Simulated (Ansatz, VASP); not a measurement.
**AlN: VASP beside Ansatz**

Contents of INCAR:

```
SYSTEM = AlN
ALGO = Fast
EDIFF = 1E-7
ENCUT = 520
ISIF = 2
ISMEAR = -1
LASPH = .True.
LCHARG = .False.
LREAL = .False.
LWAVE = .False.
NBANDS = 16
NELM = 100
PREC = Accurate
SIGMA = 0.2
```

The input KPOINTS:

```
k-points
0
Gamma
  12 12 6
  0 0 0
```

The input POSCAR:

```
AlN
1.0
    3.3121157418      0.0000000000      0.0000000000
   -1.6560578709      2.8683763727      0.0000000000
    0.0000000000      0.0000000000      4.1875630000
Al N
2 2
Direct
    0.3431102471      0.6700407638      0.7507319625
    0.6661604154      0.3417525163      0.2472221936
    0.3219199377      0.6506469394      0.2431208080
    0.6688093999      0.3375597805      0.7589250359
```

Input for Ansatz:

```yaml
crystal:
  lattice:
    - [3.3121157418, 0.0, 0.0]
    - [-1.6560578709, 2.8683763727, 0.0]
    - [0.0, 0.0, 4.187563]
  atoms:
    - { symbol: Al, position: [0.3431102471, 0.6700407638, 0.7507319625] }
    - { symbol: Al, position: [0.6661604154, 0.3417525163, 0.2472221936] }
    - { symbol: "N", position: [0.3219199377, 0.6506469394, 0.243120808] }
    - { symbol: "N", position: [0.6688093999, 0.3375597805, 0.7589250359] }
basis:
  ecutwfc: 420
kpoints:
  mp_grid: { grid: [12, 12, 6] }
hamiltonian:
  xc: lda
scf:
  occupations: { method: fermi_dirac, width: 0.2 }
output:
  forces: true
  stress: true
  eigenvalues: true
```

Change from the starting cell: all atoms moved at random (sigma 0.03 Å a component).

Alike in both runs: task single point; functional LDA; k mesh 12 × 12 × 6; occupations fermi-dirac, width 0.2 eV; no spin polarisation.

|  | VASP | Ansatz |
| --- | --- | --- |
| version | VASP 6.6.1 | Ansatz 0.2.0 |
| potentials or method | VASP PAW LDA potentials, release 64 (Al, N) | scalar-relativistic, plane waves, PAW |
| plane-wave cutoff (eV) | 520 | 420 |
| valence electrons in the cell | 16 | 16 |

|  | VASP | Ansatz | Ansatz less VASP |
| --- | --- | --- | --- |
| gap on the k mesh at the Fermi level (eV) | 3.29 | 3.28 | -0.009 |
| least direct gap on the mesh (eV) | 3.29 | 3.28 | -0.009 |
| pressure (GPa) | -7.5 | -8.0 | -0.49 |
| largest component of the traceless stress (GPa) | 3.58 | 3.38 | -0.204 |
| rms of the force components (eV/Å) | 0.498 | 0.489 | -0.0083 |

Atom by atom the forces differ by 0.009 eV/Å (rms over components).

Caveats: forces of over 1 eV/Å show positions far from the minimum, so gaps and moduli don't describe the material at rest. A k mesh can miss the band edges.
